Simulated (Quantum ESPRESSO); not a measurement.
**SiC (Moissanite) in Quantum ESPRESSO: the effect of functional**

Crystal: SiC (Moissanite).

```
Si C
1.0
     3.07600    0.00000    0.00000
    -1.53800    2.66389    0.00000
     0.00000    0.00000    5.04800
Si C
2 2
Direct
  0.66667 0.33333 0.50000
  0.33333 0.66667 0.00000
  0.66667 0.33333 0.88500
  0.33333 0.66667 0.38500
```

Alike in all runs:

| Property | Result |
| --- | --- |
| Program | Quantum ESPRESSO 7.5 |
| Task | dielectric tensor |
| Cutoff | 1116 eV |
| Density cutoff | 4463 eV |
| k mesh | 8 × 8 × 4, shifted |
| Occupations | fermi-dirac, width 0.05 eV |
| Spin | no spin polarisation |

```tsv
functional	potentials or basis	pressure (GPa)	dielectric constant (mean)
LDA	PseudoDojo 0.4.1 SR LDA standard	-4.5	7.13
PBE	PseudoDojo 0.4.1 SR PBE standard	3.7	7.10
PBEsol	PseudoDojo 0.4.1 SR PBEsol standard	0.3	7.23
WC	PseudoDojo 0.4.1 SR PBE standard	?	?
BLYP	PseudoDojo 0.4.1 SR PBE standard	10.2	6.76
AM05	PseudoDojo 0.4.1 SR PBE standard	0.8	7.27
```

What does the run with functional WC give?

Pressure 1.8 GPa; dielectric constant 7.21 mean.

Caveats: the cell is more than 3 GPa from zero pressure, which shifts response properties (some runs); the potentials were made for another functional, which shifts forces and pressure (some runs).
